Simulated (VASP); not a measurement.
# Pd: saddle point by the improved dimer method

Pd, defect, 15 atoms in the cell. PBE, improved dimer method; PAW potentials Pd (PBE set).

Path: a Pd atom hops into a neighbouring Pd vacancy; Length of the hop (Å): 2.753; Atoms free in the vibrations (from 0): 3, 7, 10, 11, 14.

## Input

INCAR.step1:
```
PREC     = Accurate       # precision mode
ENCUT    = 250            # plane-wave cutoff, eV
EDIFF    = 1E-7           # SCF threshold, eV
ISMEAR   = 1              # smearing method
SIGMA    = 0.1            # smearing width, eV
LREAL    = F              # projectors in reciprocal space
LASPH    = T              # aspherical terms in the spheres
NELM     = 100            # most SCF steps
ALGO     = Normal         # electronic algorithm
LWAVE    = F              # write WAVECAR
LCHARG   = F              # write CHGCAR
ISYM     = 0            
KPAR     = 8            
IBRION   = 2              # ionic algorithm
NSW      = 100            # ionic steps
ISIF     = 2              # what is computed and relaxed
EDIFFG   = -0.005         # ionic threshold
POTIM    = 0.5            # step
```

INCAR.step2, as INCAR.step1 but for:
```
- EDIFF = 1E-7
- EDIFFG = -0.005
+ EDIFF = 1E-6
+ EDIFFG = -0.02
```

INCAR.step3, as INCAR.step2 but for:
```
- IBRION = 2
- NSW = 100
- ISIF = 2
- POTIM = 0.5
+ IBRION = 44
+ NSW = 300
```

INCAR.step4, as INCAR.step3 but for:
```
- EDIFF = 1E-6
- IBRION = 44
- NSW = 300
- EDIFFG = -0.02
+ EDIFF = 1E-7
+ IBRION = 5
+ NFREE = 2
+ POTIM = 0.015
+ NSW = 1
```

KPOINTS:
```
k-points
0
Gamma
  3 3 3
```

POSCAR.step1:
```
Pd
1.0
   -3.8930000000      3.8930000000      3.8930000000
    3.8930000000     -3.8930000000      3.8930000000
    3.8930000000      3.8930000000     -3.8930000000
Pd
15
Direct
    0.5000000000      0.5000000000      0.0000000000
    0.5000000000      0.0000000000      0.5000000000
    0.0000000000      0.5000000000      0.5000000000
    0.5000000000      0.2500000000      0.2500000000
    0.0000000000      0.7500000000      0.2500000000
    0.0000000000      0.2500000000      0.7500000000
    0.5000000000      0.7500000000      0.7500000000
    0.2500000000      0.5000000000      0.2500000000
    0.7500000000      0.0000000000      0.2500000000
    0.7500000000      0.5000000000      0.7500000000
    0.2500000000      0.0000000000      0.7500000000
    0.2500000000      0.2500000000      0.5000000000
    0.7500000000      0.7500000000      0.5000000000
    0.7500000000      0.2500000000      0.0000000000
    0.2500000000      0.7500000000      0.0000000000
```

POSCAR.step2:
```
Pd
1.0
   -3.8930000000      3.8930000000      3.8930000000
    3.8930000000     -3.8930000000      3.8930000000
    3.8930000000      3.8930000000     -3.8930000000
Pd
15
Direct
    0.5000000000      0.5000000000      0.0000000000
    0.5000000000      0.0000000000      0.5000000000
    0.0000000000      0.5000000000      0.5000000000
    0.0000000000      0.0000000000      0.0000000000
    0.0000000000      0.7500000000      0.2500000000
    0.0000000000      0.2500000000      0.7500000000
    0.5000000000      0.7500000000      0.7500000000
    0.2500000000      0.5000000000      0.2500000000
    0.7500000000      0.0000000000      0.2500000000
    0.7500000000      0.5000000000      0.7500000000
    0.2500000000      0.0000000000      0.7500000000
    0.2500000000      0.2500000000      0.5000000000
    0.7500000000      0.7500000000      0.5000000000
    0.7500000000      0.2500000000      0.0000000000
    0.2500000000      0.7500000000      0.0000000000
```

POSCAR.step3:
```
Pd                                      
1.0
   -3.8930000000      3.8930000000      3.8930000000
    3.8930000000     -3.8930000000      3.8930000000
    3.8930000000      3.8930000000     -3.8930000000
Pd
15
Direct
    0.5117533161      0.5140184915      1.0082198099
    0.5155274143      0.0075296960      0.5050809838
    0.0091371771      0.4985665510      0.5001929896
    0.2661895452      0.1408877754      0.1423733385
    1.0109786222      0.7552212232      0.2543121969
    0.0160304708      0.2551342623      0.7588886487
    0.5203027312      0.7628992978      0.7623237277
    0.2663977828      0.5132536960      0.2644945621
    0.7739331915      1.0144384052      0.2569972028
    0.7695229629      0.5133777362      0.7563184112
    0.2678129080      0.0071617712      0.7526881774
    0.2682512444      0.2623352900      0.5123058664
    0.7677327324      0.7479070668      0.5068548382
    0.7700840787      0.2535915510      0.0063615177
    0.2635970590      0.7546393996      0.0032642954

    0.0000001912      0.0598640933      0.0403191738
   -0.0000001462      0.0403195368      0.0598625046
    0.0000006540      0.0403186042      0.0403205418
   -0.0000000694     -0.6817085446     -0.6817084841
    0.0000001355      0.0598883392      0.0402940275
   -0.0000000758      0.0402946107      0.0598873083
   -0.0000005274      0.0402939480      0.0402950781
    0.0000241674      0.0598630859      0.0598869029
    0.0195679068      0.0403198069      0.0402956205
   -0.0195679964      0.0403192876      0.0402963257
   -0.0000243582      0.0598624613      0.0598862017
    0.0000259278      0.0598889534      0.0598627985
   -0.0195702919      0.0402940255      0.0403196919
    0.0195703913      0.0402934515      0.0403199976
   -0.0000259087      0.0598883404      0.0598623112
```

POSCAR.step4:
```
Pd
1.0
   -3.8930000000      3.8930000000      3.8930000000
    3.8930000000     -3.8930000000      3.8930000000
    3.8930000000      3.8930000000     -3.8930000000
Pd
15
Selective dynamics
Direct
    0.5182324797      0.4922424009      0.0257168821  F F F
    0.5184358333      0.0265729465      0.4915852466  F F F
    0.9902611306      0.4949731626      0.4945093103  F F F
    0.2678891529      0.1345221431      0.1337302952  T T T
    0.0146793228      0.7748297887      0.2396443777  F F F
    0.0144825883      0.2401806164      0.7740673717  F F F
    0.5424803776      0.7711451000      0.7703350080  F F F
    0.2661702280      0.5383279542      0.2804187985  T T T
    0.7662604572      0.0101170038      0.2554466256  F F F
    0.7666561909      0.5104190831      0.7558663141  F F F
    0.2662950813      0.9850638828      0.7280553708  T T T
    0.2663943689      0.2811624583      0.5376306136  T T T
    0.7664539388      0.7561438281      0.5094560896  F F F
    0.7660563676      0.2562833649      0.0096742540  F F F
    0.2665037186      0.7289784799      0.9845400085  T T T
```

POSCAR.step5:
```
Pd
1.0
   -3.8930000000      3.8930000000      3.8930000000
    3.8930000000     -3.8930000000      3.8930000000
    3.8930000000      3.8930000000     -3.8930000000
Pd
15
Selective dynamics
Direct
    0.4999999085      0.4999999430      0.9999999947  F F F
    0.4999999548      0.0000000245      0.4999999389  F F F
    0.0000000285      0.4999998340      0.4999998735  F F F
    0.4934804734      0.2467403025      0.2467401307  T T T
    0.9999999307      0.7532597412      0.2467402127  F F F
    0.0000002551      0.2467403675      0.7532598864  F F F
    0.5065194414      0.7532596639      0.7532598285  F F F
    0.2467404715      0.4934808955      0.2467403824  T T T
    0.7532595300      0.9999999818      0.2467405000  F F F
    0.7532593865      0.5065189438      0.7532595978  F F F
    0.2467406051      0.0000002954      0.7532596522  T T T
    0.2467397041      0.2467397940      0.4934795528  T T T
    0.7532600929      0.7532601296      0.5065201562  F F F
    0.7532602656      0.2467399206      0.0000001696  F F F
    0.2467399519      0.7532601626      0.0000001238  T T T
```

Commands (each step's output is kept before the next begins):
```
cat potpaw_PBE.64/Pd/POTCAR > POTCAR
cp INCAR.step1 INCAR
cp POSCAR.step1 POSCAR
mpirun -np 8 vasp_std > vasp.out
cp INCAR.step2 INCAR
cp POSCAR.step2 POSCAR
mpirun -np 8 vasp_std > vasp.out
# the block under the positions in POSCAR is the starting axis: the straight line between the two relaxed ends
cp INCAR.step3 INCAR
cp POSCAR.step3 POSCAR
mpirun -np 8 vasp_std > vasp.out
# POSCAR: the saddle point
cp INCAR.step4 INCAR
cp POSCAR.step4 POSCAR
mpirun -np 8 vasp_std > vasp.out
# POSCAR: the relaxed minimum
cp POSCAR.step5 POSCAR
mpirun -np 8 vasp_std > vasp.out
```

## Result

- Barrier (eV): 0.879
- Barrier with zero-point energies (eV): 0.878
- Imaginary frequency (cm⁻¹): 53
- Imaginary modes at the saddle: 1
- Attempt frequency (THz): 2.2
- Force evaluations of the dimer: 41
- Largest force left (eV/Å): 0.0123
- Ionic steps, all stages: 109
- Electronic steps, all stages: 1098

Vibrations (cm⁻¹; a negative value is imaginary):

| Mode | Minimum | Saddle |
|---|---|---|
| 1 | 188 | 234 |
| 2 | 180 | 208 |
| 3 | 173 | 191 |
| 4 | 165 | 165 |
| 5 | 154 | 164 |
| 6 | 150 | 161 |
| 7 | 144 | 148 |
| 8 | 138 | 142 |
| 9 | 138 | 137 |
| 10 | 133 | 136 |
| 11 | 131 | 136 |
| 12 | 126 | 120 |
| 13 | 111 | 87 |
| 14 | 106 | 84 |
| 15 | 86 | -53 |

Harmonic rate, classical:

| Temperature (K) | Jumps per second |
|---|---|
| 300 | 0.0037 |
| 600 | 9e+04 |
| 900 | 2.6e+07 |

The cell is Pd (16 atoms) with one Pd atom missing.

Limits: the cell holds 15 atoms, so the vacancy or interstitial meets its own images and the barrier isn't that of a lone defect; the attempt frequency counts the hopping atom and the four atoms nearest to it, while all others are held.

VASP 6.6.1 took 1092 s on 8 cores (Intel Xeon 6975P-C (Granite Rapids)), a shared host.
